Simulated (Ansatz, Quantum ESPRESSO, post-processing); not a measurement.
# 4 layers of Au in Rh(100), on the host's sites: ballistic transmission, part 4 of 4

Aim: the zero-bias transmission with pwcond for this junction: 4 layers of Au in Rh(100), on the host's sites.

Quantum ESPRESSO 7.5; plane-wave DFT, PBE, JTH PAW pseudopotentials; cross-check by Ansatz 0.2.0 with PAW datasets.

So far. Step 3 (The open system): The run is unpolarised; a magnetic state was not tried, may lie lower and would change T. Step 3 (The open system): At no point does T exceed the number of channels.

## Step 5: The same in Ansatz

As a check, the same structure is run in Ansatz.

Level of this step: plane-wave DFT, PBE, Ansatz PAW (Ansatz 0.2.0).

Contents of input.yaml:

```yaml
crystal:
  lattice:
    - [2.7082189719, 0.0, 0.0]
    - [0.0, 2.7082189719, 0.0]
    - [0.0, 0.0, 40.5264554261]
  atoms:
    - { symbol: Rh, position: [0.0, 0.0, 0.0] }
    - { symbol: Rh, position: [0.5, 0.5, 0.0472530839] }
    - { symbol: Rh, position: [0.0, 0.0, 0.0945061679] }
    - { symbol: Rh, position: [0.5, 0.5, 0.1417592518] }
    - { symbol: Rh, position: [0.0, 0.0, 0.1890123358] }
    - { symbol: Rh, position: [0.5, 0.5, 0.2362654197] }
    - { symbol: Rh, position: [0.0, 0.0, 0.2835185036] }
    - { symbol: Rh, position: [0.5, 0.5, 0.3307715876] }
    - { symbol: Au, position: [0.0, 0.0, 0.3848919617] }
    - { symbol: Au, position: [0.5, 0.5, 0.4458796259] }
    - { symbol: Au, position: [0.0, 0.0, 0.5068672902] }
    - { symbol: Au, position: [0.5, 0.5, 0.5678549544] }
    - { symbol: Rh, position: [0.0, 0.0, 0.6219753285] }
    - { symbol: Rh, position: [0.5, 0.5, 0.6692284124] }
    - { symbol: Rh, position: [0.0, 0.0, 0.7164814964] }
    - { symbol: Rh, position: [0.5, 0.5, 0.7637345803] }
    - { symbol: Rh, position: [0.0, 0.0, 0.8109876642] }
    - { symbol: Rh, position: [0.5, 0.5, 0.8582407482] }
    - { symbol: Rh, position: [0.0, 0.0, 0.9054938321] }
    - { symbol: Rh, position: [0.5, 0.5, 0.9527469161] }
kpoints:
  mp_grid: { grid: [9, 9, 1] }
hamiltonian:
  xc: pbe
scf:
  occupations: { method: fermi_dirac, width: 0.1 }
  convergence: { dr2_threshold: 1.0e-08 }
output:
  transmission: { leads: [[0, 2]], e_range: [-0.4, 0.4], de: 0.4, kmesh: [8, 8] }
  write_potential: true
  write_density: true
  volumetric_format: npy
```

Command:

```
$ ansatz run input.yaml --threads 4 --pin off --max-ram 8192MiB --backend cpu --events-out ev --progress --plain --runs-dir out
```

Numbers of over 12 decimals in the logs are rounded to 6 here.

Log:

```text
Engine: ansatz 0.2.0, aarch64-unknown-linux-gnu
Pseudopotentials: kind: paw
Pseudopotential: Rh, paw, valence charge 17, recommended cutoff 420 eV (normal), Rh.paw.azcp
Pseudopotential: Au, paw, valence charge 19, recommended cutoff 420 eV (normal), Au.paw.azcp
Functional definition: PBE
  parameter kappa = 0.804
  parameter beta = 0.066725
  exchange = pbe_x(kappa = kappa, mu = beta*pi^2/3)
  correlation = pbe_c(beta = beta)
Crystal: 20 atoms, lattice volume = 297.239 Å³
Basis set: ecut = 420 eV, 5899 PW (Γ)
Bands: 209, of which v1, the nominal top of the filled ones, is band 174 counted from 1 (173 counted from 0)
Symmetry: 16 space group operations
Space group: P4/nmm (ITA 129), of the structure as read, at distance tolerance 6.7e-5 Å
k-points: 15 of 81
Non-local potential: Rh, projectors of the file, l = 0: 3, l = 1: 2, l = 2: 2, l = 3: 1
Non-local potential: Au, projectors of the file, l = 0: 3, l = 1: 2, l = 2: 2, l = 3: 1
PAW form: soft (Blöchl's): semilocal exchange-correlation on the pseudo side does not see the compensation charge
PAW one-centre angular grid: Rh, 590 points (default); XC on 64 Gauss nodes
PAW one-centre angular grid: Au, 590 points (default); XC on 64 Gauss nodes
Initial density: superposition of atomic densities (neutral atoms: chi_scale 0, normalization atom), corrected by the library's trained network
Initial wavefunctions: pseudopotential atomic-orbital guess
Functional: x = pbe(κ = 0.804, μ = 0.219515), c = pbe(β = 0.066725)
SCF iter   1: F=—  HF=-155043.233085 eV  |F-HF|=—  |Δ(HF+E_count)|=         —  Δρ=1.32e-2  dr2=4.61e1  ethr=1.77e-3  ⟨swp⟩=4.9  Hψ=9430  notcnv=0  defer=118
preconditioner: auto → Kerker (q_TF=auto, 2.801 Å⁻¹)  [metal: Δε(μ)=0.003 eV  Ē_g=7.058 eV  σ=0.100 eV  W_gap=0.01  n_scr=120 (ndim 8)  ℏωp=29.5 eV  f_vac=0.000  D(μ)=24.05/eV (n_scr^D=304)]
SCF iter   2: F=—  HF=-155043.163768 eV  |F-HF|=—  |Δ(HF+E_count)|=   6.93e-2  Δρ=6.78e-3  dr2=2.07e1  ethr=1.77e-3  ⟨swp⟩=1.1  Hψ=3616  notcnv=0  defer=119
SCF iter   3: F=—  HF=-155043.081767 eV  |F-HF|=—  |Δ(HF+E_count)|=   8.20e-2  Δρ=1.77e-3  dr2=1.68e0  ethr=1.77e-3  ⟨swp⟩=1.0  Hψ=2974  notcnv=0  defer=119
SCF iter   4: F=—  HF=-155043.065658 eV  |F-HF|=—  |Δ(HF+E_count)|=   1.61e-2  Δρ=6.62e-4  dr2=5.86e-2  ethr=4.84e-4  ⟨swp⟩=1.0  Hψ=3615  notcnv=0  defer=141
SCF iter   5: F=—  HF=-155043.064723 eV  |F-HF|=—  |Δ(HF+E_count)|=   9.35e-4  Δρ=2.58e-4  dr2=3.88e-3  ethr=1.68e-5  ⟨swp⟩=1.0  Hψ=2966  notcnv=0  defer=141
SCF iter   6: F=—  HF=-155043.064636 eV  |F-HF|=—  |Δ(HF+E_count)|=   8.69e-5  Δρ=9.35e-5  dr2=7.63e-4  ethr=1.11e-6  ⟨swp⟩=1.0  Hψ=2966  notcnv=0  defer=141
SCF iter   7: F=—  HF=-155043.064624 eV  |F-HF|=—  |Δ(HF+E_count)|=   1.12e-5  Δρ=3.50e-5  dr2=2.92e-5  ethr=2.19e-7  ⟨swp⟩=1.0  Hψ=2966  notcnv=0  defer=141
SCF iter   8: F=—  HF=-155043.065020 eV  |F-HF|=—  |Δ(HF+E_count)|=   3.95e-4  Δρ=1.22e-5  dr2=3.03e-6  ethr=8.39e-9  ⟨swp⟩=1.7  Hψ=3228  notcnv=0  defer=141
SCF iter   9: F=—  HF=-155043.065019 eV  |F-HF|=—  |Δ(HF+E_count)|=   3.03e-7  Δρ=5.26e-6  dr2=3.49e-7  ethr=8.70e-10  ⟨swp⟩=2.0  Hψ=4068  notcnv=0  defer=141
SCF iter  10: F=—  HF=-155043.065019 eV  |F-HF|=—  |Δ(HF+E_count)|=   4.33e-8  Δρ=1.92e-6  dr2=1.51e-7  ethr=1.00e-10  ⟨swp⟩=2.0  Hψ=4161  notcnv=0  defer=141
SCF iter  11: F=-155043.065019 eV  HF=-155043.065019 eV  |F-HF|=7.51e-9  |Δ(HF+E_count)|=   1.86e-9  Δρ=7.53e-7  dr2=8.04e-9  ethr=2.87e-12  ⟨swp⟩=7.3  Hψ=8608  notcnv=0
SCF 1 converged in 11 iterations: F = -155043.065019 eV  dr2 = 8.04e-9
  greatest PAW one-centre occupation: 1.000 electrons in one spin orbital (limit 2), on the Au atom at site 11 (counted from 0), in its partial waves of l = 0
transmission: 116 of 1140 steps passed
transmission: 228 of 1140 steps passed
[...]
transmission: 1140 of 1140 steps passed
SCF converged after 11 iterations
Free energy (F): -155043.065019 eV
Harris-Foulkes:  -155043.065019 eV  (|F-HF|=7.51e-9)
Internal energy: -155042.242503 eV  (E = F + TS)
E sigma→0 (E₀):  -155042.653761 eV
Entropy (-TS):   -0.822516 eV (-41.126 meV/atom)
Fermi energy:    21.044357 eV
--- Per-component energies (eV) ---
  E_band       = -2465.960100
  E_kinetic    = 11583.280217
  E_local      = -39005.087351  (includes V_loc(G=0)·N_el)
  E_nonlocal   = 5971.068416
  E_hartree    = 15160.871844
  E_xc         = -4459.179893
  E_vxc        = -5553.611895  (∫ρ·V_xc dr)
  E_paw        = -96217.096824  (= ΣΔE_a)
  E_vpaw       = -5783.365080  (= ΣTr[D̂ρ^β])
  E_aug_tail   = 0.019624  (compensation charges beyond the density's cutoff)
  E_ewald      = -48076.118536
  E_smearing   = -0.822516  (= −TS)
  E_closure    = 0.000000  (closes the sum)
  Σ components = -155043.065019   (vs F -155043.065019, Δ=0.00e0)
--- Band table (eV; the first three rows and the last of 15) ---
  k-point 0: bands = [... 170 lower, 20.4050, 20.4344, 20.5274, 20.6636, 20.7147, 20.7147, 20.8068, 20.9527, ... 31 higher]
  k-point 1: bands = [... 170 lower, 20.2971, 20.3879, 20.4338, 20.5315, 20.5795, 20.6435, 20.7499, 20.7747, ... 31 higher]
  k-point 2: bands = [... 170 lower, 20.2414, 20.2602, 20.2621, 20.2927, 20.3487, 20.4731, 20.4891, 20.6498, ... 31 higher]
  k-point 14: bands = [... 170 lower, 21.8343, 21.8370, 21.8384, 21.8394, 21.8399, 21.8418, 21.8741, 21.9503, ... 31 higher]
--- Transmission ---
  basis      : 69 plane waves across, 76 finite elements along
  points     : 15, standing for a mesh of 8 x 8
  energies   : 3 from -0.400000 to 0.400000 eV about the Fermi level, 0.400000 eV apart; the leads are filled to 0.000000 eV, and channels, transmission and decay are at 0.000000 eV
  crystal 0  : Rh2, at the sites [0, 2], period 3.8300 Å, over 30.64 Å; its Hamiltonian steps by up to 0.5 meV
    offset         : up to 0.0000 Å between an atom of the period and one for which it stands
    channels       : 2.312500e0 a spin
    conductance    : none, the energies end too early or step too widely for 300 K: set another output.transmission.e_range or a lower de, or, where they end at an eighth of basis.ecutwfc, a higher one
    slowest decay  : 0.0476 /Å at (0.5000, 0.2500)
  junction   : crystal 0 to crystal 0, 0.26 to 36.96 Å
    transmission   : 6.359232e-1 a spin
    conductance    : none, the energies end too early or step too widely for 300 K: set another output.transmission.e_range or a lower de, or, where they end at an eighth of basis.ecutwfc, a higher one
```

Wall time 22 s (4 threads of Arm Neoverse V2, shared host); peak memory 1.7 GiB.

This step gave:

- free energy: -155043.0650 eV
- energy at zero smearing: -155042.6538 eV
- smearing term TS: 0.8225 eV
- Fermi energy: 21.04 eV
- symmetry operations: 16
- transmission at the Fermi level, one spin: 0.6359
- step of the lead's Hamiltonian over a period: 0.5 meV

Per spin; mean over the k mesh across the current. Table of transmission, zone mean by energy, zero at the Fermi level:

| energy (eV) | transmission, zone mean |
| --- | --- |
| -0.400 | 0.343 |
| 0.000 | 0.636 |
| 0.400 | 0.569 |

Per spin; mean over the k mesh across the current. The open channels, zone mean by energy, zero at the Fermi level:

```csv
energy (eV),"open channels, zone mean"
-0.400,2
0.000,2.31
0.400,1.88
```

Ansatz finds T = 0.636 against pwcond's 0.633.

## Step 6: All levels side by side

All levels:

| step | T at the Fermi level (per spin) | conductance (G0) | r.m.s. T(E) from the first | CPU time of the step (s) | peak memory (GiB) |
| --- | --- | --- | --- | --- | --- |
| Ansatz | 0.6359 | - | 0 | 81.26 | 1.746 |
| pwcond | 0.6333 | 0.6333 | 0.01103 | 358 | 0.35 |
| pwcond, changed setting | 0.6331 | 0.6331 | 0.01185 | 427 | 0.36 |

Per spin; mean over the k mesh across the current. Table of transmission, zone mean by energy, zero at the Fermi level:

```
energy (eV)  Ansatz  pwcond  pwcond, changed setting
     -0.400   0.343   0.340                    0.340
      0.000   0.636   0.633                    0.633
      0.400   0.569   0.550                    0.548
```

## Step 7: By hand

The Landauer sum over the mesh, Σ w T = 0.1250 × 0.985 + 0.1250 × 0.939 + 0.1250 × 0.865 + … = 0.6333.

G = 0.633 × 77.48 µS = 49.1 µS a cell. Times the area of 7.334 Å², the resistance-area product is A/G = 1.49 fΩ m², the leads' contact resistance included.

## Step 8: What came out

```
conductance from T at the Fermi level, a cell (G₀ = 2e²/h) : 0.633 G₀
conductance per area                                       : 669 S/μm²
lead channels per spin                                     : 2.31
the same conductance by Ansatz                             : 0.636 G₀
```

In words: The junction conducts 0.633 G₀ a cell at the Fermi level (PBE, JTH PAW). At the Fermi level the junction passes 27 % of what the leads offer. At the Fermi level pwcond and Ansatz differ by 0.42 %, a close match. The mean rests on 15 distinct points, the heaviest weighing 0.12, and the mesh was not tested, so even the second digit is unsure. Over -0.4 to 0.4 eV, T lies between 0.34 and 0.63 per spin. The geometry is as built, not relaxed, and the leads are short. Spin-orbit coupling is left out; depending on the atoms that carry the levels of interest, it can split and shift them by tenths of an eV to an eV or more.

[Logs are printed without paths, hosts, clocks, repeated set-up lines and the standing remarks that a program may print on its own settings, such as how far it seeks lower states.]

[Hosts, paths, dates, database ids (printed as entryN), source tags and the programs' standing remarks are cut or masked in the printed files.]

[Maps of the electrostatic potential energy from Ansatz leave out the sawtooth potential of an applied field or a dipole correction, so their vacuum need not be flat; planar profiles and work functions include it.]
